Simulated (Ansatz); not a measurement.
input.yaml

```yaml
crystal:
  lattice:
    - [4.0117237294, 0.0, 0.0]
    - [0.0, 2.919179005, 2.9447714619]
    - [0.0, -2.919179005, 2.9447714619]
  atoms:
    - { symbol: Ba, position: [0.0, 0.0115969521, 0.0115969521] }
    - { symbol: Ti, position: [0.5, 0.5278060064, 0.5278060064] }
    - { symbol: O, position: [0.0, 0.4872863765, 0.4872863765] }
    - { symbol: O, position: [0.5, 0.4931620084, 0.9763686566] }
    - { symbol: O, position: [0.5, 0.9763686566, 0.4931620084] }
basis:
  ecutwfc: 420
kpoints:
  mp_grid: { grid: [8, 8, 8] }
hamiltonian:
  xc: pbe
scf:
  occupations: { method: gaussian, width: 0.02 }
output:
  forces: true
  stress: true
  eigenvalues: true
relax:
  adjacent_minimum: "off"
  f_tol: 0.01
  max_steps: 30
  cell: { stress_tol: 0.1, fix: [volume] }
```

Run as
```bash
ansatz run input.yaml --threads 1 --pin off --max-ram 2560MiB --backend cpu --events-out ev --progress --plain --runs-dir out
```

All numbers below come from Ansatz 0.2.0, DFT PBE, scalar-relativistic, plane waves, PAW.

From the run's log, abridged:

```
Pseudopotentials: kind: paw
Pseudopotential: Ba, paw, valence charge 10, recommended cutoff 420 eV (normal)
Pseudopotential: Ti, paw, valence charge 12, recommended cutoff 420 eV (normal)
Pseudopotential: O, paw, valence charge 6, recommended cutoff 420 eV (normal)
Functional definition: PBE
Crystal: 5 atoms, lattice volume = 68.972 Å³
Basis set: ecut = 420 eV, 1341 PW (Γ), exchange–correlation on 54×60×60 points (8 copies of the dense FFT grid, shifted against one another)
Bands: 25, of which v1, the nominal top of the filled ones, is band 20 counted from 1 (19 counted from 0)
Symmetry: 4 space group operations
Space group: Amm2 (ITA 38), of the structure as read, at distance tolerance 4.1e-5 Å
k-points: 105 of 512 (time reversal used)
Initial density: superposition of atomic densities (neutral atoms: chi_scale 0, normalization atom), corrected by the library's trained network
Initial wavefunctions: pseudopotential atomic-orbital guess
Functional: x = pbe(κ = 0.804, μ = 0.21951497), c = pbe(β = 0.06672455)
SCF iter   1: F=—  HF=-10159.602313 eV  |F-HF|=—  |Δ(HF+E_count)|=         —  Δρ=1.47e-3  dr2=9.35e-4  ethr=1.77e-3  ⟨swp⟩=6.2  Hψ=13229  notcnv=0
SCF iter   2: F=—  HF=-10159.602771 eV  |F-HF|=—  |Δ(HF+E_count)|=   4.58e-4  Δρ=7.06e-4  dr2=2.10e-4  ethr=2.34e-6  ⟨swp⟩=2.0  Hψ=5733  notcnv=0  defer=30
SCF iter   3: F=—  HF=-10159.602994 eV  |F-HF|=—  |Δ(HF+E_count)|=   2.23e-4  Δρ=1.14e-4  dr2=1.05e-5  ethr=5.24e-7  ⟨swp⟩=2.9  Hψ=4668  notcnv=0  defer=30
SCF iter   4: F=—  HF=-10159.602905 eV  |F-HF|=—  |Δ(HF+E_count)|=   8.92e-5  Δρ=3.64e-5  dr2=8.06e-7  ethr=2.62e-8  ⟨swp⟩=2.1  Hψ=4514  notcnv=0  defer=30
SCF iter   5: F=—  HF=-10159.602905 eV  |F-HF|=—  |Δ(HF+E_count)|=   2.77e-7  Δρ=1.29e-5  dr2=1.05e-7  ethr=2.02e-9  ⟨swp⟩=2.3  Hψ=4593  notcnv=0  defer=30
SCF iter   6: F=-10159.602905 eV  HF=-10159.602905 eV  |F-HF|=1.13e-9  |Δ(HF+E_count)|=   2.69e-9  Δρ=3.85e-6  dr2=8.44e-9  ethr=2.50e-10  ⟨swp⟩=8.3  Hψ=12219  notcnv=0
SCF 1 converged in 6 iterations: F = -10159.602905 eV  dr2 = 8.44e-9
relax step   1: F+E_penalty+E_count = -10159.60290543 eV  Δ(F+E_penalty+E_count) = +0.000e0 eV  max|allowed force component| = 3.360e-1 eV/Å  Δτ_max = 0.0000 Å  P = -4.245 GPa  Ω = 68.972 Å³  fix = [volume]  reactions: volume -4.245 GPa (6 SCF iters, dr2 threshold 1.00e-7 eV, accepted)
Initial density: handed on by an earlier stage of this run
Initial wavefunctions: those handed on with the density
SCF iter   1: F=—  HF=-10159.606659 eV  |F-HF|=—  |Δ(HF+E_count)|=         —  Δρ=1.77e-3  dr2=2.99e-3  ethr=7.03e-6  ⟨swp⟩=2.0  Hψ=12290  notcnv=0
SCF iter   2: F=—  HF=-10159.606044 eV  |F-HF|=—  |Δ(HF+E_count)|=   6.15e-4  Δρ=9.51e-4  dr2=9.73e-4  ethr=7.03e-6  ⟨swp⟩=1.8  Hψ=3553  notcnv=0
SCF iter   3: F=—  HF=-10159.605768 eV  |F-HF|=—  |Δ(HF+E_count)|=   2.76e-4  Δρ=1.76e-4  dr2=2.70e-5  ethr=2.43e-6  ⟨swp⟩=2.0  Hψ=3852  notcnv=0
SCF iter   4: F=—  HF=-10159.605672 eV  |F-HF|=—  |Δ(HF+E_count)|=   9.57e-5  Δρ=6.55e-5  dr2=2.28e-6  ethr=6.75e-8  ⟨swp⟩=2.0  Hψ=4652  notcnv=0
SCF iter   5: F=-10159.605674 eV  HF=-10159.605674 eV  |F-HF|=1.40e-8  |Δ(HF+E_count)|=   1.25e-6  Δρ=1.56e-5  dr2=1.27e-7  ethr=5.70e-9  ⟨swp⟩=2.0  Hψ=4009  notcnv=0
SCF iter   6: F=-10159.605674 eV  HF=-10159.605674 eV  |F-HF|=2.40e-9  |Δ(HF+E_count)|=   5.95e-8  Δρ=5.39e-6  dr2=1.33e-8  ethr=3.18e-10  ⟨swp⟩=3.4  Hψ=10281  notcnv=0
SCF 2 converged in 6 iterations: F = -10159.605674 eV  dr2 = 1.33e-8
relax step   2: F+E_penalty+E_count = -10159.60567377 eV  Δ(F+E_penalty+E_count) = -2.768e-3 eV  max|allowed force component| = 4.252e-1 eV/Å  Δτ_max = 0.0240 Å  P = -3.744 GPa  Ω = 68.972 Å³  energy of the carried Pulay correction = +7.334e-17 eV  fix = [volume]  reactions: volume -3.744 GPa (6 SCF iters, dr2 threshold 5.00e-7 eV, accepted)
SCF iter   1: F=—  HF=-10159.610403 eV  |F-HF|=—  |Δ(HF+E_count)|=         —  Δρ=1.18e-3  dr2=1.30e-3  ethr=3.11e-6  ⟨swp⟩=2.7  Hψ=13382  notcnv=0
SCF iter   2: F=—  HF=-10159.610164 eV  |F-HF|=—  |Δ(HF+E_count)|=   2.39e-4  Δρ=6.29e-4  dr2=3.95e-4  ethr=3.11e-6  ⟨swp⟩=2.0  Hψ=3020  notcnv=0
SCF iter   3: F=—  HF=-10159.609965 eV  |F-HF|=—  |Δ(HF+E_count)|=   1.99e-4  Δρ=1.23e-4  dr2=1.14e-5  ethr=9.87e-7  ⟨swp⟩=2.4  Hψ=4017  notcnv=0
SCF iter   4: F=—  HF=-10159.609962 eV  |F-HF|=—  |Δ(HF+E_count)|=   3.34e-6  Δρ=3.46e-5  dr2=9.02e-7  ethr=2.86e-8  ⟨swp⟩=2.0  Hψ=4461  notcnv=0
SCF iter   5: F=-10159.609962 eV  HF=-10159.609962 eV  |F-HF|=7.16e-9  |Δ(HF+E_count)|=   2.20e-7  Δρ=8.45e-6  dr2=3.57e-8  ethr=2.25e-9  ⟨swp⟩=2.0  Hψ=3976  notcnv=0
SCF iter   6: F=-10159.609962 eV  HF=-10159.609962 eV  |F-HF|=7.91e-10  |Δ(HF+E_count)|=   1.78e-8  Δρ=1.38e-6  dr2=1.17e-9  ethr=8.93e-11  ⟨swp⟩=2.8  Hψ=8822  notcnv=0
SCF 3 converged in 6 iterations: F = -10159.609962 eV  dr2 = 1.17e-9
relax step   3: F+E_penalty+E_count = -10159.60996197 eV  Δ(F+E_penalty+E_count) = -4.288e-3 eV  max|allowed force component| = 3.050e-1 eV/Å  Δτ_max = 0.0084 Å  P = -3.394 GPa  Ω = 68.972 Å³  energy of the carried Pulay correction = +7.334e-17 eV  fix = [volume]  reactions: volume -3.394 GPa (6 SCF iters, dr2 threshold 5.00e-7 eV, accepted)
Basis set: ecut = 420 eV, 1333 PW (Γ), exchange–correlation on 54×60×60 points (8 copies of the dense FFT grid, shifted against one another)
SCF iter   1: F=—  HF=-10159.616162 eV  |F-HF|=—  |Δ(HF+E_count)|=         —  Δρ=2.95e-3  dr2=6.69e-3  ethr=1.68e-5  ⟨swp⟩=1.1  Hψ=13625  notcnv=0
SCF iter   2: F=—  HF=-10159.615044 eV  |F-HF|=—  |Δ(HF+E_count)|=   1.12e-3  Δρ=1.56e-3  dr2=2.03e-3  ethr=1.67e-5  ⟨swp⟩=2.1  Hψ=3157  notcnv=0
SCF iter   3: F=—  HF=-10159.614624 eV  |F-HF|=—  |Δ(HF+E_count)|=   4.20e-4  Δρ=2.54e-4  dr2=5.07e-5  ethr=5.07e-6  ⟨swp⟩=2.3  Hψ=4956  notcnv=0
SCF iter   4: F=—  HF=-10159.614524 eV  |F-HF|=—  |Δ(HF+E_count)|=   1.00e-4  Δρ=7.01e-5  dr2=3.18e-6  ethr=1.27e-7  ⟨swp⟩=2.0  Hψ=4350  notcnv=0
SCF iter   5: F=-10159.614525 eV  HF=-10159.614524 eV  |F-HF|=4.74e-8  |Δ(HF+E_count)|=   8.50e-7  Δρ=1.40e-5  dr2=1.00e-7  ethr=7.94e-9  ⟨swp⟩=2.2  Hψ=4465  notcnv=0
SCF iter   6: F=-10159.614525 eV  HF=-10159.614525 eV  |F-HF|=3.44e-9  |Δ(HF+E_count)|=   6.28e-8  Δρ=2.86e-6  dr2=6.37e-9  ethr=2.50e-10  ⟨swp⟩=3.7  Hψ=10113  notcnv=0
SCF 4 converged in 6 iterations: F = -10159.614525 eV  dr2 = 6.37e-9
relax step   4: F+E_penalty+E_count = -10159.61452456 eV  Δ(F+E_penalty+E_count) = -4.563e-3 eV  max|allowed force component| = 7.302e-2 eV/Å  Δτ_max = 0.0208 Å  P = -2.335 GPa  Ω = 68.972 Å³  energy of the carried Pulay correction = +7.334e-17 eV  fix = [volume]  reactions: volume -2.335 GPa (6 SCF iters, dr2 threshold 5.00e-7 eV, accepted)
SCF iter   1: F=—  HF=-10159.615172 eV  |F-HF|=—  |Δ(HF+E_count)|=         —  Δρ=3.46e-4  dr2=8.37e-5  ethr=1.90e-7  ⟨swp⟩=2.0  Hψ=13401  notcnv=0
SCF iter   2: F=—  HF=-10159.615088 eV  |F-HF|=—  |Δ(HF+E_count)|=   8.39e-5  Δρ=1.97e-4  dr2=3.25e-5  ethr=1.90e-7  ⟨swp⟩=2.0  Hψ=4406  notcnv=0
SCF iter   3: F=—  HF=-10159.615081 eV  |F-HF|=—  |Δ(HF+E_count)|=   6.99e-6  Δρ=2.78e-5  dr2=4.37e-7  ethr=8.11e-8  ⟨swp⟩=2.0  Hψ=3822  notcnv=0
SCF iter   4: F=-10159.615081 eV  HF=-10159.615081 eV  |F-HF|=8.47e-9  |Δ(HF+E_count)|=   1.66e-7  Δρ=8.09e-6  dr2=4.16e-8  ethr=1.09e-9  ⟨swp⟩=2.0  Hψ=4480  notcnv=0
SCF iter   5: F=-10159.615081 eV  HF=-10159.615081 eV  |F-HF|=9.30e-10  |Δ(HF+E_count)|=   2.24e-8  Δρ=2.54e-6  dr2=3.55e-9  ethr=1.04e-10  ⟨swp⟩=2.0  Hψ=4401  notcnv=0
SCF iter   6: F=-10159.615081 eV  HF=-10159.615081 eV  |F-HF|=2.55e-11  |Δ(HF+E_count)|=   1.85e-9  Δρ=6.73e-7  dr2=3.60e-10  ethr=8.88e-12  ⟨swp⟩=2.4  Hψ=7949  notcnv=0
SCF 5 converged in 6 iterations: F = -10159.615081 eV  dr2 = 3.60e-10
relax step   5: F+E_penalty+E_count = -10159.61508130 eV  Δ(F+E_penalty+E_count) = -5.567e-4 eV  max|allowed force component| = 3.575e-2 eV/Å  Δτ_max = 0.0065 Å  P = -2.349 GPa  Ω = 68.972 Å³  energy of the carried Pulay correction = +7.334e-17 eV  fix = [volume]  reactions: volume -2.349 GPa (6 SCF iters, dr2 threshold 3.33e-7 eV, accepted)
SCF iter   1: F=—  HF=-10159.615352 eV  |F-HF|=—  |Δ(HF+E_count)|=         —  Δρ=4.50e-4  dr2=1.19e-4  ethr=2.83e-7  ⟨swp⟩=2.0  Hψ=13600  notcnv=0
SCF iter   2: F=—  HF=-10159.615336 eV  |F-HF|=—  |Δ(HF+E_count)|=   1.54e-5  Δρ=2.49e-4  dr2=4.24e-5  ethr=2.83e-7  ⟨swp⟩=1.1  Hψ=2640  notcnv=0
SCF iter   3: F=—  HF=-10159.615265 eV  |F-HF|=—  |Δ(HF+E_count)|=   7.08e-5  Δρ=4.64e-5  dr2=1.61e-6  ethr=1.06e-7  ⟨swp⟩=2.1  Hψ=4540  notcnv=0
SCF iter   4: F=—  HF=-10159.615265 eV  |F-HF|=—  |Δ(HF+E_count)|=   2.95e-8  Δρ=1.60e-5  dr2=1.41e-7  ethr=4.03e-9  ⟨swp⟩=2.2  Hψ=4240  notcnv=0
SCF iter   5: F=-10159.615266 eV  HF=-10159.615266 eV  |F-HF|=4.91e-9  |Δ(HF+E_count)|=   8.66e-8  Δρ=3.77e-6  dr2=7.83e-9  ethr=3.51e-10  ⟨swp⟩=2.0  Hψ=4587  notcnv=0
SCF iter   6: F=-10159.615266 eV  HF=-10159.615266 eV  |F-HF|=8.55e-11  |Δ(HF+E_count)|=   7.43e-9  Δρ=1.20e-6  dr2=8.35e-10  ethr=1.96e-11  ⟨swp⟩=2.8  Hψ=9162  notcnv=0
SCF 6 converged in 6 iterations: F = -10159.615266 eV  dr2 = 8.35e-10
relax step   6: F+E_penalty+E_count = -10159.61526555 eV  Δ(F+E_penalty+E_count) = -1.843e-4 eV  max|allowed force component| = 1.307e-2 eV/Å  Δτ_max = 0.0072 Å  P = -2.248 GPa  Ω = 68.972 Å³  energy of the carried Pulay correction = +7.334e-17 eV  fix = [volume]  reactions: volume -2.248 GPa (6 SCF iters, dr2 threshold 7.99e-8 eV, accepted)
SCF iter   1: F=—  HF=-10159.615339 eV  |F-HF|=—  |Δ(HF+E_count)|=         —  Δρ=1.15e-4  dr2=7.82e-6  ethr=1.88e-8  ⟨swp⟩=2.6  Hψ=12863  notcnv=0
SCF iter   2: F=—  HF=-10159.615275 eV  |F-HF|=—  |Δ(HF+E_count)|=   6.43e-5  Δρ=6.00e-5  dr2=2.22e-6  ethr=1.88e-8  ⟨swp⟩=2.1  Hψ=4480  notcnv=0
SCF iter   3: F=—  HF=-10159.615275 eV  |F-HF|=—  |Δ(HF+E_count)|=   3.77e-7  Δρ=9.33e-6  dr2=5.91e-8  ethr=5.56e-9  ⟨swp⟩=2.3  Hψ=4727  notcnv=0
SCF iter   4: F=-10159.615275 eV  HF=-10159.615275 eV  |F-HF|=7.48e-10  |Δ(HF+E_count)|=   4.61e-9  Δρ=3.32e-6  dr2=6.03e-9  ethr=1.48e-10  ⟨swp⟩=2.0  Hψ=3654  notcnv=0
SCF iter   5: F=-10159.615275 eV  HF=-10159.615275 eV  |F-HF|=7.28e-12  |Δ(HF+E_count)|=   1.88e-9  Δρ=7.28e-7  dr2=3.21e-10  ethr=1.51e-11  ⟨swp⟩=2.2  Hψ=4627  notcnv=0
SCF iter   6: F=-10159.615275 eV  HF=-10159.615275 eV  |F-HF|=1.46e-11  |Δ(HF+E_count)|=  7.82e-11  Δρ=2.13e-7  dr2=1.95e-11  ethr=1.00e-12  ⟨swp⟩=2.5  Hψ=7945  notcnv=0
SCF 7 converged in 6 iterations: F = -10159.615275 eV  dr2 = 1.95e-11
relax step   7: F+E_penalty+E_count = -10159.61527470 eV  Δ(F+E_penalty+E_count) = -9.153e-6 eV  max|allowed force component| = 1.472e-3 eV/Å  Δτ_max = 0.0008 Å  P = -2.283 GPa  Ω = 68.972 Å³  energy of the carried Pulay correction = -3.667e-17 eV  fix = [volume]  reactions: volume -2.283 GPa (6 SCF iters, dr2 threshold 1.07e-8 eV, accepted)
Initial wavefunctions: pseudopotential atomic-orbital guess (no wavefunctions were taken with the density)
SCF iter   1: F=—  HF=-10159.615534 eV  |F-HF|=—  |Δ(HF+E_count)|=         —  Δρ=1.28e-4  dr2=7.18e-7  ethr=2.93e-8  ⟨swp⟩=3.2  Hψ=21385  notcnv=0
SCF iter   2: F=—  HF=-10159.615517 eV  |F-HF|=—  |Δ(HF+E_count)|=   1.74e-5  Δρ=6.49e-5  dr2=1.72e-7  ethr=1.79e-9  ⟨swp⟩=2.7  Hψ=4834  notcnv=0
SCF iter   3: F=—  HF=-10159.615534 eV  |F-HF|=—  |Δ(HF+E_count)|=   1.71e-5  Δρ=7.20e-6  dr2=6.84e-9  ethr=4.31e-10  ⟨swp⟩=2.0  Hψ=4264  notcnv=0
SCF iter   4: F=—  HF=-10159.615534 eV  |F-HF|=—  |Δ(HF+E_count)|=   1.37e-7  Δρ=1.57e-6  dr2=5.93e-10  ethr=1.71e-11  ⟨swp⟩=2.0  Hψ=4530  notcnv=0
SCF iter   5: F=-10159.615534 eV  HF=-10159.615534 eV  |F-HF|=8.00e-11  |Δ(HF+E_count)|=  6.26e-10  Δρ=6.19e-7  dr2=1.23e-10  ethr=1.48e-12  ⟨swp⟩=2.3  Hψ=4451  notcnv=0
SCF iter   6: F=-10159.615534 eV  HF=-10159.615534 eV  |F-HF|=0.00e0  |Δ(HF+E_count)|=  1.20e-10  Δρ=8.54e-8  dr2=5.93e-12  ethr=1.00e-12  ⟨swp⟩=3.7  Hψ=9556  notcnv=0
SCF 8 converged in 6 iterations: F = -10159.615534 eV  dr2 = 5.93e-12
SCF converged after 6 iterations
Free energy (F): -10159.615534 eV
Harris-Foulkes:  -10159.615534 eV  (|F-HF|=0.00e0)
Internal energy: -10159.615534 eV  (E = F + TS)
E sigma→0 (E₀):  -10159.615534 eV
Fermi energy:    10.582592 eV
--- Per-component energies (eV) ---
  E_band       = -178.911318
  E_kinetic    = 966.981560
  E_local      = -2237.810237  (includes V_loc(G=0)·N_el)
  E_nonlocal   = 203.930820
  E_hartree    = 870.873631
  E_xc         = -490.256277
  E_vxc        = -544.423245  (∫ρ·V_xc dr)
  E_paw        = -6744.653817  (= ΣΔE_a)
  E_vpaw       = -309.344959  (= ΣTr[D̂ρ^β])
  E_aug_tail   = 0.007421  (compensation charges beyond the density's cutoff)
  E_ewald      = -2728.688636
  E_smearing   =  0.000000  (= −TS)
--- Forces (eV/Å), atoms counted from 1 ---
  atom   1  Ba     0.00000000     0.00000000     0.00054795
  atom   2  Ti     0.00000000     0.00000000     0.00145511
  atom   3  O      0.00000000     0.00000000    -0.00071264
  atom   4  O      0.00000000    -0.00063640    -0.00064277
  atom   5  O      0.00000000     0.00063640    -0.00064277
--- Stress (GPa, compression-positive) ---
       -2.342738       0.000000       0.000000
        0.000000      -2.257753       0.000000
        0.000000       0.000000      -2.227634
  P = ⅓ Tr σ = -2.2760 GPa (-22.760 kbar)
--- Band table (eV; the first three rows and the last of 105) ---
  k-point 0: bands = ["-46.9450", "-23.2546", "-23.2538", "-23.1449", "-15.6192", "-7.3592", "-6.7567", "-6.6611", "-0.8019", "-0.8008", "-0.7125", "7.0426", "7.0695", "7.1519", "7.6644", "7.8661", "8.1746", "8.4697", "8.6041", "8.7062", "11.8516", "12.2348", "12.2780", "13.7968", "13.8662"]
  k-point 1: bands = ["-46.9450", "-23.2587", "-23.2539", "-23.1447", "-15.6088", "-7.3612", "-6.7569", "-6.6583", "-0.7888", "-0.7500", "-0.6968", "6.8223", "7.0275", "7.1222", "7.5453", "7.7749", "8.0968", "8.4273", "8.4804", "8.6624", "11.9332", "12.2818", "12.3625", "13.8315", "14.1517"]
  k-point 2: bands = ["-46.9448", "-23.2696", "-23.2535", "-23.1443", "-15.5837", "-7.3928", "-6.7296", "-6.6477", "-0.7568", "-0.6582", "-0.6281", "6.3123", "6.9243", "7.0245", "7.3351", "7.6055", "7.8966", "8.1434", "8.3269", "8.5985", "12.0403", "12.5385", "12.6410", "13.8375", "14.7018"]
  k-point 104: bands = ["-46.9431", "-23.2806", "-23.2795", "-23.1951", "-15.4306", "-6.6709", "-6.6325", "-6.4454", "-1.4601", "-1.2757", "-1.2442", "5.2011", "5.9339", "5.9676", "6.8225", "6.9003", "6.9827", "8.9532", "9.2595", "9.3136", "13.4100", "13.4755", "13.7047", "15.3873", "15.6542"]
--- Relaxed structure (7 steps of the walk, 7 accepted, 1 SCFs on fresh bases) ---
  F+E_penalty+E_count = -10159.61553379 eV   max|allowed force component| = 1.454e-3 eV/Å   (the final SCF, on the basis selected at the relaxed cell)
  cell:  # Å, volume = 68.9721 Å³
    - [3.96926953, 0.0, 0.0]
    - [0.0, 2.92895944, 2.96632950]
    - [0.0, -2.92895944, 2.96632950]
  atoms:
    - { symbol: Ba, position: [0.0, 0.01539307, 0.01539307] }
    - { symbol: Ti, position: [0.5, 0.53220693, 0.53220693] }
    - { symbol: O, position: [0.0, 0.48426302, 0.48426302] }
    - { symbol: O, position: [0.5, 0.49345550, 0.97090145] }
    - { symbol: O, position: [0.5, 0.97090145, 0.49345550] }
```

The relaxation met its thresholds.

It took 69 s on 1 thread of Intel(R) Xeon(R) 6975P-C (Granite Rapids), on a shared host, peak memory 0.48 GiB.